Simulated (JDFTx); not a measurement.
Crystal: Cl.

```xyz
4
Lattice="3.1450 -2.2500 0.0000 3.1450 2.2500 0.0000 0.0000 0.0000 8.2100" Properties=species:S:1:pos:R:3 pbc="T T T"
Cl    3.1450    0.5850    3.2840
Cl    3.1450    1.6650    7.3890
Cl    3.1450   -0.5850    4.9260
Cl    3.1450   -1.6650    0.8210
```

| Quantity | Value |
| --- | --- |
| Program | JDFTx 1.7.0 (patched build) |
| Task | single point |
| Functional | PBE |
| Potentials or basis | PseudoDojo-SR-PBE-0.5-standard |
| Cutoff | 789 eV |
| Density cutoff | 6313 eV |
| k mesh | 7 × 7 × 4 |
| Occupations | fermi-dirac, width 0.05 eV |
| Spin | no spin polarisation |

On this cell: pressure 0.6 GPa; largest force 0.094 eV/Å; band gap on the k mesh 2.47 eV, indirect (least direct gap 2.53 eV).

The same run follows on a disturbed copy (atoms moved at random, drawn with an rms of 0.05 Å):

```xyz
4
Lattice="3.1450 -2.2500 0.0000 3.1450 2.2500 0.0000 0.0000 0.0000 8.2100" Properties=species:S:1:pos:R:3 pbc="T T T"
Cl    3.1942    0.5447    3.2853
Cl    3.1545    1.7107    7.4021
Cl    3.1272   -0.5831    4.9371
Cl    3.1560   -1.6490    0.8095
```

Problem. What does the disturbed cell give?

Solution. The energy moves by +3.1 meV/atom; pressure 1.5 GPa; largest force 0.703 eV/Å; band gap on the k mesh 2.60 eV, indirect (least direct gap 2.64 eV).

Forces in eV/Å, atoms in the order of the input:
```
Cl  -0.027  0.103 -0.258
Cl  -0.007 -0.326 -0.619
Cl   0.026 -0.106  0.256
Cl   0.007  0.328  0.622
```

Stress tensor (GPa, compression positive):
```
1.18 0.01 0.02
0.01 1.27 0.56
0.02 0.56 1.99
```

Caveats: the empty levels aren't tightly converged; an odd mesh through Γ misses points on the zone boundary, where band edges often lie.
